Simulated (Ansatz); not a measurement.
Computed with Ansatz, DFT PBE, scalar-relativistic, plane waves, PAW. All cells share a 420 eV cutoff and Γ-centred k meshes spaced at most about 0.3 Å⁻¹ (about 0.25 or finer for metals, 2π included). No spin polarisation.

These are static total energies at zero pressure. All are two-dimensional sheets, periodic along a and b, with vacuum along c.

**Question.** Which of these relaxed structures of Hf is the lowest in energy?
A.

```
CELL_PARAMETERS angstrom
2.93352 0.00000 0.00000
-1.46676 2.54050 0.00000
0.00000 0.00000 23.80000
ATOMIC_POSITIONS crystal
Hf 0.00000 0.00000 0.29412
```

B.

```
CELL_PARAMETERS angstrom
2.77876 0.00000 0.00000
0.00000 2.77876 0.00000
0.00000 0.00000 23.80000
ATOMIC_POSITIONS crystal
Hf 0.00000 0.00000 0.29412
```

**Answer.** A. The other, B, lies 0.34 eV/atom higher. Forms: A p6/mmm; B p4/mmm. Counting all near atoms (those within 1.25 times the shortest distance at each site): A has Hf 6; B has Hf 4. Both come from invented guesses. The lowest form computed isn't among them: it has layer group p4mm (No. 55), 5.4 Å²/atom and lies 0.38 eV/atom below the best shown.

Spin–orbit coupling, which can matter for Hf, is left out. Cells relaxed within their symmetry can be saddle points. Some candidate types were left out of the draw beforehand, so a known form may be missing.
